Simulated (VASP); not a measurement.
# Ca8O7 (a cell with a defect) in VASP: further runs, part 2 of 2

VASP 6.6.1. Earlier steps stand in the parts before.

## 5. Single point, PBEsol

Contents of INCAR:

```
  PREC = Accurate
  ENCUT = 520
  EDIFF = 1E-6
  ISMEAR = -1
  SIGMA = 0.1
  LREAL = Auto
  LASPH = True
  NELM = 100
  ALGO = Fast
  ISIF = 2
  LWAVE = False
  LCHARG = False
  GGA = PS
  NBANDS = 74
```

Contents of KPOINTS:

```
Automatic mesh
0
Gamma
  3 3 3
```

Contents of POSCAR:

```
Ca8O7
1.0
    0.0000000000      5.0276505800      5.0276505800
    5.0276505800      0.0000000000      5.0276505800
    5.0276505800      5.0276505800      0.0000000000
Ca O
8 7
Direct
    0.0139398112     -0.0254354391      0.0152286836
   -0.0280255156      0.0003253010      0.5281766220
    0.0140749638      0.4971739703      0.0152055118
   -0.0398683235      0.5008023052      0.5391209983
    0.5268205214      0.0003254999     -0.0267058138
    0.4845868784      0.0265842858      0.4861355142
    0.5385691501      0.5000070033     -0.0377008101
    0.4844703229      0.5036486645      0.4862073171
    0.2538394385      0.2425427107      0.7618661916
    0.2497859547      0.4999650354      0.2511360883
    0.2450651612      0.7578523884      0.7397099183
    0.7604875158      0.2427824847      0.2544875543
    0.7495253379      0.2414584070      0.7508436475
    0.7386515711      0.7576236533      0.2468644112
    0.7494482642      0.7590593139      0.7507717452
```

Potentials or basis: VASP PAW PBE potentials, release 64 (Ca_sv, O).

Launch:

```
$ cat potpaw_PBE.64/Ca_sv/POTCAR potpaw_PBE.64/O/POTCAR > POTCAR
$ mpirun -np 1 vasp_std > vasp.out
```

OUTCAR:

```text
PREC = Accurate
   ENCUT = 520
   EDIFF = 1E-6
   ISMEAR = -1
   LREAL = Auto
   LASPH = True
   NELM = 100
   ISIF = 2
   GGA = PS

 ion  position               nearest neighbor table
   1  0.014  0.975  0.015-  14 2.49  11 2.49  12 2.55   9 2.56
   2  0.972  0.000  0.528-  15 2.33  13 2.33  11 2.45  12 2.45   5 3.16
   3  0.014  0.497  0.015-  11 2.48  14 2.49   9 2.56  12 2.56
   4  0.960  0.501  0.539-  10 2.05  15 2.37  13 2.37   7 3.00
   5  0.527  0.000  0.973-  15 2.33  13 2.33   9 2.45  14 2.45   2 3.16
   6  0.485  0.027  0.486-   9 2.48  12 2.49  14 2.56  11 2.56
   7  0.539  0.500  0.962-  10 2.05  15 2.37  13 2.38   4 3.00
   8  0.484  0.504  0.486-   9 2.48  12 2.49  11 2.55  14 2.56
   9  0.254  0.243  0.762-   5 2.45   6 2.48   8 2.48   1 2.56   3 2.56
  10  0.250  0.500  0.251-   7 2.05   4 2.05
  11  0.245  0.758  0.740-   2 2.45   3 2.48   1 2.49   8 2.55   6 2.56
  12  0.760  0.243  0.254-   2 2.45   6 2.49   8 2.49   1 2.55   3 2.56
  13  0.750  0.241  0.751-   2 2.33   5 2.33   4 2.37   7 2.38
  14  0.739  0.758  0.247-   5 2.45   3 2.49   1 2.49   8 2.56   6 2.56
  15  0.749  0.759  0.751-   5 2.33   2 2.33   4 2.37   7 2.37

[... 1275 lines left out ...]
  Direction    XX          YY          ZZ          XY          YZ          ZX
  --------------------------------------------------------------------------------------
  -------------------------------------------------------------------------------------
  Total       -7.3198866    -13.8642792     -7.3090785     -0.0105205      0.0074552     -5.2888081
  in kB      -46.1412845    -87.3942022    -46.0731553     -0.0663162      0.0469942    -33.3382757
  external PRESSURE =     -59.8695473 kB  Pullay stress =       0.0000000 kB

 VOLUME and BASIS-vectors are now :
 -----------------------------------------------------------------------------
  energy-cutoff  :      520.00
  volume of cell :      254.17
      direct lattice vectors                 reciprocal lattice vectors
     0.000000000  5.027650580  5.027650580    -0.099450030  0.099450030  0.099450030
     5.027650580  0.000000000  5.027650580     0.099450030 -0.099450030  0.099450030
     5.027650580  5.027650580  0.000000000     0.099450030  0.099450030 -0.099450030

 POSITION                                       TOTAL-FORCE (eV/Angst)
 -----------------------------------------------------------------------------------
      4.97633      0.14665      4.96985        -0.011821     -0.002247     -0.008023
      2.65712      7.54224      4.88838        -0.031731     -0.000836      0.032708
      2.57607      0.14721      2.57038         0.007683     -0.001782      0.010750
      5.22837      7.53772      7.34507         0.058051     -0.003244     -0.059900
      4.89502      7.54205      2.65031         0.033338     -0.000550     -0.031180
      2.57778      4.88045      2.56999         0.011359     -0.000167      0.010293
      7.35196      7.54584      5.22160        -0.061408     -0.005386      0.058314
      4.97665      4.88023      4.96792        -0.011104      0.000994     -0.011335
      5.04982      5.10661      2.49564        -0.008604     -0.012434      0.008435
      3.77627      2.51846      3.76949         0.002379      0.007150     -0.001521
      7.52922      4.95110      5.04232         0.010151      0.015388     -0.007962
      2.50010      5.10294      5.04409         0.011053     -0.010495     -0.009379
      4.98895      7.54333      4.98232         0.008132      0.000969      0.004954
      5.05022      4.95483      7.52275        -0.012206      0.011436      0.010674
      7.59090      7.54258      7.58425        -0.005272      0.001204     -0.006828
 -----------------------------------------------------------------------------------
    total drift:                                0.003525      0.001054     -0.002035

  FREE ENERGIE OF THE ION-ELECTRON SYSTEM (eV)
  ---------------------------------------------------
  free  energy   TOTEN  =       -92.0372266482 eV

  energy  without entropy=      -92.0082053701  energy(sigma->0) =      -92.02271601
```

OSZICAR:

```text
N       E                     dE             d eps       ncg     rms          rms(c)
DAV:   1     0.143239614458E+04    0.14324E+04   -0.61425E+04  2072   0.165E+03
DAV:   2     0.298720882202E+02   -0.14025E+04   -0.13722E+04  2460   0.499E+02
DAV:   3    -0.976828071674E+02   -0.12755E+03   -0.12667E+03  2662   0.139E+02
[... 16 lines left out ...]
RMM:  20    -0.920372181292E+02   -0.85872E-05   -0.91253E-05  3545   0.222E-02    0.116E-02
RMM:  21    -0.920372224155E+02   -0.42863E-05   -0.39613E-05  3357   0.159E-02    0.896E-03
RMM:  22    -0.920372248782E+02   -0.24627E-05   -0.22838E-05  3270   0.115E-02    0.780E-03
RMM:  23    -0.920372260423E+02   -0.11641E-05   -0.93194E-06  2654   0.836E-03    0.643E-03
RMM:  24    -0.920372266482E+02   -0.60597E-06   -0.58561E-06  2354   0.661E-03
   1 F= -.92037227E+02 E0= -.92022716E+02  d E =-.290213E-01
```

stdout:

```text
POSCAR found type information on POSCAR CaO
 POSCAR found :  2 types and      15 ions
 scaLAPACK will be used
 -----------------------------------------------------------------------------
|                                                                             |
|                                                                             |
|     You enforced a specific xc type in the INCAR file but a different       |
[... 35 lines left out ...]
WARNING in EDDRMM: call to ZHEGV failed, returncode =   6  3     37
WARNING in EDDRMM: call to ZHEGV failed, returncode =   6  3     26
WARNING in EDDRMM: call to ZHEGV failed, returncode =   6  3     37
WARNING in EDDRMM: call to ZHEGV failed, returncode =   6  3     34
WARNING in EDDRMM: call to ZHEGV failed, returncode =   6  3     51
WARNING in EDDRMM: call to ZHEGV failed, returncode =   6  3     32
WARNING in EDDRMM: call to ZHEGV failed, returncode =   6  3     23
```

Wall time 18 min (1 thread of Intel Xeon Platinum 8488C (Sapphire Rapids), shared host); peak memory 0.47 GiB.

Results:

| Item | Value |
| --- | --- |
| Free energy | -92.0372 eV |
| Pressure | -6.0 GPa |
| Largest force | 0.085 eV/Å |
| Band gap on the k mesh | 0.59 eV, indirect (least direct gap 0.69 eV) |

Forces on the atoms (eV/Å):
```
Ca  -0.012 -0.002 -0.008
Ca  -0.032 -0.001  0.033
Ca   0.008 -0.002  0.011
Ca   0.058 -0.003 -0.060
Ca   0.033 -0.001 -0.031
Ca   0.011  0.000  0.010
Ca  -0.061 -0.005  0.058
Ca  -0.011  0.001 -0.011
O   -0.009 -0.012  0.008
O    0.002  0.007 -0.002
O    0.010  0.015 -0.008
O    0.011 -0.010 -0.009
O    0.008  0.001  0.005
O   -0.012  0.011  0.011
O   -0.005  0.001 -0.007
```

Caveat: the PAW data sets were made with another functional, which shifts forces and pressure a little. A hybrid or GW would open this gap; PBEsol tends to underestimate it.
